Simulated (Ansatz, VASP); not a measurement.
**Two plane-wave programs on Mg**

```
Mg
1.0
     3.04607    0.00000    0.00000
    -1.52303    2.63797    0.00000
     0.00000    0.00000    4.93064
Mg
2
Direct
  0.33333 0.66667 0.25000
  0.66667 0.33333 0.75000
```

Alike in both runs: functional PBEsol; k mesh 16 × 16 × 10; occupations gaussian, width 0.05 eV; no spin polarisation.

Ansatz relaxed the structure, and its values are those at the end. VASP's run is a single point on that final structure, the one shown.

|  | VASP | Ansatz |
| --- | --- | --- |
| version | VASP 6.6.1 | Ansatz 0.2.0 |
| potentials or method | VASP PAW PBE potentials, release 64 (Mg) | scalar-relativistic, plane waves, PAW |
| plane-wave cutoff (eV) | 520 | 420 |
| valence electrons in the cell | 4 | 20 |

|  | VASP | Ansatz | Ansatz less VASP |
| --- | --- | --- | --- |
| gap on the k mesh at the Fermi level (eV) | none | none | - |
| pressure (GPa) | 6.2 | 6.2 | -0.03 |

A gap of «none» marks a metal or a gap that the smearing closes. The functional is the same, so the differences come from potentials, cutoffs and numerics. The two sets of potentials don't hold the same shells in valence.

Caveats: the PAW data sets were made with another functional, which shifts forces and pressure a little (VASP).
